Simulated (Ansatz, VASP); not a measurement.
# Two plane-wave programs on GaSb

```
Ga Sb
1.0
     0.00000    3.02426    3.02426
     3.02426    0.00000    3.02426
     3.02426    3.02426    0.00000
Ga Sb
1 1
Direct
  0.00000 0.00000 0.00000
  0.75000 0.75000 0.75000
```

Alike in both runs: task single point; functional r2SCAN; k mesh 6 × 6 × 6; occupations gaussian, width 0.05 eV; no spin polarisation.

|  | VASP | Ansatz |
| --- | --- | --- |
| version | VASP 6.6.1 | Ansatz 0.2.0 |
| potentials or method | VASP PAW PBE potentials, release 64 (Ga_d, Sb) | scalar-relativistic, plane waves, PAW |
| plane-wave cutoff (eV) | 520 | 500 |
| valence electrons in the cell | 18 | 28 |

VASP gave:

```
gap on the k mesh at the Fermi level (eV) : 0.71
least direct gap on the mesh (eV)         : 0.71
pressure (GPa)                            : 2.5
```

**Question.** Which values does Ansatz return?

**Answer.** gap on the k mesh at the Fermi level (eV): 0.73; least direct gap on the mesh (eV): 0.73; pressure (GPa): 2.4.

With one functional, cell and mesh, what is left measures potentials, basis and numerics. The two sets of potentials don't hold the same shells in valence.

Caveats: the PAW data sets were made with another functional, which shifts forces and pressure a little (VASP); spin-orbit coupling is left out, which moves the levels of the heavy elements. r2SCAN opens gaps a little over a GGA but as a rule still falls short of measured ones. A k mesh can miss the band edges.
